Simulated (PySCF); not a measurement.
Molecule: SMILES C1=CCCC=C1, C6H8.

Atoms are numbered as in `[CH:1]1=[CH:2][CH2:3][CH2:4][CH:5]=[CH:6]1` (H(Xn): hydrogen on atom n).

Geometry PBE0-D3(BJ)/def2-SVP throughout; GIAO in PySCF 2.14.0 with density-fitted response routines, gas phase, one conformer, non-relativistic; equivalent atoms averaged; basis pcSseg-1.

For orientation, WP04 gives these shifts δ (against TMS at the same level): C2/C5 133.5, C1/C6 132.6, C3/C4 27.0, H(C2)/H(C5) 5.58, H(C1)/H(C6) 5.72, H(C3)/H(C4) 2.02 ppm.

A run gave: C2/C5 135.2, C1/C6 133.5, C3/C4 24.3, H(C2)/H(C5) 5.93, H(C1)/H(C6) 6.05, H(C3)/H(C4) 2.04 ppm (shifts δ (against TMS at the same level)).

Problem. Which functional was used in that run?
A. CAM-B3LYP
B. LDA
C. BP86
D. PBE
E. wB97X-D

Solution. E. C2/C5 tells them apart best: wB97X-D gives 135.2, LDA gives 137.5, PBE gives 132.2, BP86 gives 132.1, CAM-B3LYP gives 137.6 ppm.
